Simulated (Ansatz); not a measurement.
HfB2:

```
Hf B
1.0
     3.14000    0.00000    0.00000
    -1.57000    2.71932    0.00000
     0.00000    0.00000    3.48000
Hf B
1 2
Direct
  0.00000 0.00000 0.00000
  0.66667 0.33333 0.50000
  0.33333 0.66667 0.50000
```

```yaml
Program: Ansatz 0.2.0
Task: relaxation of cell and atoms
Functional: PBEsol
Dispersion: D3(BJ)
Potentials_or_basis: Ansatz PAW
Cutoff: "420 eV (not typed: the program's choice for these potentials)"
k_mesh: 10 × 10 × 8
Occupations: fermi-dirac, width 0.05 eV
Spin: no spin polarisation
```

At the start: volume 9.90 Å³/atom.

Problem. Where does the relaxation end?

Solution. It ends after 8 steps and the volume is 9.52 Å³/atom (-3.9 %); space group P6/mmm (No. 191, to 0.05 Å).

The path:
| step | energy change (eV) | largest force (eV/Å) | volume (Å³) |
| --- | --- | --- | --- |
| 1 | 0.0000 | 0.0000 | 29.71 |
| 2 | -0.0277 | 0.0000 | 28.11 |
| 3 | -0.0384 | 0.0000 | 28.53 |
| 4 | -0.0393 | 0.0000 | 28.57 |
| 5 | -0.0393 | 0.0000 | 28.55 |
| 6 | -0.0382 | 0.0000 | 28.55 |
| 7 | -0.0382 | 0.0000 | 28.55 |
| 8 | -0.0382 | 0.0000 | 28.55 |

Final structure:
```
CELL_PARAMETERS angstrom
3.10475 0.00000 0.00000
-1.55237 2.68879 0.00000
0.00000 0.00000 3.41965
ATOMIC_POSITIONS crystal
Hf 0.00000 0.00000 0.00000
B 0.66667 0.33333 0.50000
B 0.33333 0.66667 0.50000
```

Caveat: the plane-wave basis is chosen anew once the cell has moved, so the energies of steps on either side of that aren't comparable; the PAW data sets come from PBE, with cores solved anew for the run's functional, which leaves a small shift of forces and pressure.
